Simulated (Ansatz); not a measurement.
System: α-quartz-type GeO2 (metastable phase). Method: PBE-D3(BJ) (Ansatz, a quantum-chemistry and plane-wave program, plane waves, PAW).

Numerical settings: plane-wave cutoff 520 eV, 12×12×6 k mesh (along the axes of the cell as run), Fermi–Dirac smearing 0.01 eV, scalar-relativistic PAW data made under PBE.

Shape and atoms are relaxed at each volume.

Pressure at four volumes; x = ln(V/13.724 Å³). One pressure is withheld.

| V (Å³/atom) | x | P (GPa) |
|---|---|---|
| 13.175 | -0.0408 | 1.708 |
| 13.724 | 0.0000 | -0.001 |
| 13.999 | 0.0198 | -0.745 |
| 14.273 | 0.0392 | ? |

Problem. Pass a parabola P(x) through the three rows shown, estimate the bulk modulus and its pressure derivative near zero pressure, and predict the withheld pressure.

Solution. Slopes between the rows: (-0.001 − (1.708))/(0.0000 − (-0.0408)) = -41.89 and (-0.745 − (-0.001))/(0.0198 − (0.0000)) = -37.58 GPa. Their difference over the span 0.0606 is c = 4.31/0.0606 = 71.1 GPa, so P(x) = 1.708 + (-41.89)(x − (-0.0408)) + 71.1 (x − (-0.0408))(x − (0.0000)). At the middle row B = −dP/dx = −[-41.89 + 71.1 × 0.0408] = 39.0 GPa, and B′ = dB/dP = 2c/B = 3.6. At x = 0.0392 the parabola gives -1.420 GPa; the run gives -1.438 GPa. The Birch–Murnaghan fit to the energies at all volumes has B0 = 39.1 GPa and B′ = 3.1.

Measured, for comparison: bulk modulus 42 GPa (room temperature, not corrected to a static lattice, from measured elastic constants; as tabulated in Sevik and Bulutay (2007), arXiv:cond-mat/0610176). Computed (rounded) less measured: bulk modulus -7 %.

Note: the bulk modulus comes from volumes at which shape and atoms were relaxed.
